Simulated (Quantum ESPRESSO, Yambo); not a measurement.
An input for Yambo 5.3.0 (GaN (F-43m)):

```
HF_and_locXC
gw0
dyson
ppa
em1d
rim_cut
RandQpts= 1000000
RandGvec= 1 RL
EXXRLvcs= 104 Ry
VXCRLvcs= 416 Ry
Chimod= "HARTREE"
% BndsRnXp
 1 | 46 |
%
NGsBlkXp= 15.5 Ry
% LongDrXp
 1 | 1 | 1 |
%
% GbndRnge
 1 | 46 |
%
DysSolver= "n"
ExtendOut
PPAPntXp= 27.21138 eV
% QPkrange
 1 | 1 | 12 | 15 |
%
```

```sh
OMP_NUM_THREADS=1 mpirun -n 4 yambo -F gw2.in -J gw2 -C gw2 > gw2.log
```

The stored states that it reads are on a 4×4×4 mesh. Symmetry: F-43m, No. 216, cubic system. The conventional cell has a = 4.507 Å, b = 4.507 Å, c = 4.507 Å, α = 90.00°, β = 90.00°, γ = 90.00°. Nearest to Ga lie 4 N at 1.95 Å. Nearest to N lie 4 Ga at 1.95 Å. Farther neighbours and most contacts between anions are not listed.

Question: Estimate wall time and host memory on 4 MPI ranks of Arm Neoverse V1, shared host.

It took 22 s; on shared hardware allow 11 s to 44 s. Peak host memory was 1.4 GiB.

The screening grows as filled bands × empty bands × pairs of k points, times the square of the screening basis for the matrix.

[Paths, hosts, dates, memory and timing lines, banners, echoed tables and standing remarks are left out of the program output.]

[Logs are printed without paths, hosts, clocks, repeated set-up lines and the standing remarks that a program may print on its own settings, such as how far it seeks lower states.]

[Runs of the session that timed out or met a known fault of the program may be left out.]

[Hosts, paths, dates, database ids (printed as entryN), source tags and the programs' standing remarks are cut or masked in the printed files.]
